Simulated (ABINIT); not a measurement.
## Pt in ABINIT: convergence with tolvrs

Input of the first run (tolvrs 0.01); the others differ in this setting and in those tied to it:

Contents of run.abi:

```
# Pseudopotentials
pp_dirpath "./"
pseudos "Pt.LDA_PW-JTH.xml"

# Structure
acell 5.2404588053 5.2404588053 5.2404588053
rprim
     0.0000000000     0.7071067812     0.7071067812
     0.7071067812     0.0000000000     0.7071067812
     0.7071067812     0.7071067812     0.0000000000
ntypat 1
znucl 78
natom 1
typat 1
xred
     0.0000000000     0.0000000000     0.0000000000

# Plane-wave basis
ecut 16.0
pawecutdg 32.0

# k points
kptopt 1
ngkpt 12 12 12
nshiftk 1
shiftk 0.0 0.0 0.0

# Exchange and correlation
ixc 7

# Bands and occupations
nband 9
occopt 4
tsmear 0.05 eV

# SCF cycle
nstep 100
tolvrs 0.01

# Output
iomode 3
prtwf 0
prtden 0
prteig 0
prtebands 0
enunit 2
```

Potentials or basis: JTH PAW LDA v2.0.

The run is started by

```bash
$ abinit run.abi > log 2>&1
```

Hardware: 1 thread of Arm Neoverse V2, with other jobs on the host.

**Question.** The values tried are 0.01, 0.001, 0.0001, 1e-05, 1e-06, 1e-08, 1e-10, 1e-13, loosest first. From which on does the pressure stay within 0.1 GPa of the tightest run that finished?

**Answer.** From 1e-05 on.

```csv
tolvrs,energy less the tightest run (meV/atom),pressure (GPa),SCF cycles,CPU time (s),peak memory (GiB)
0.01,-0.21,-4.67,8,4.3,0.07
0.001,0.00,-5.31,9,4.7,0.07
0.0001,0.00,-5.33,11,5.4,0.07
1e-05,0.00,-5.48,12,5.8,0.07
1e-06,0.00,-5.48,12,5.8,0.07
1e-08,0.00,-5.47,17,7.6,0.07
1e-10,0.00,-5.47,19,8.2,0.07
1e-13,0.00,-5.47,22,9.3,0.07
```

Against the tightest run, the energy stays within 1 meV/atom from 0.01 on. The tightest run that finished is the yardstick and may itself not be fully converged.

Spin-orbit coupling is left out, which matters for the levels of Pt.
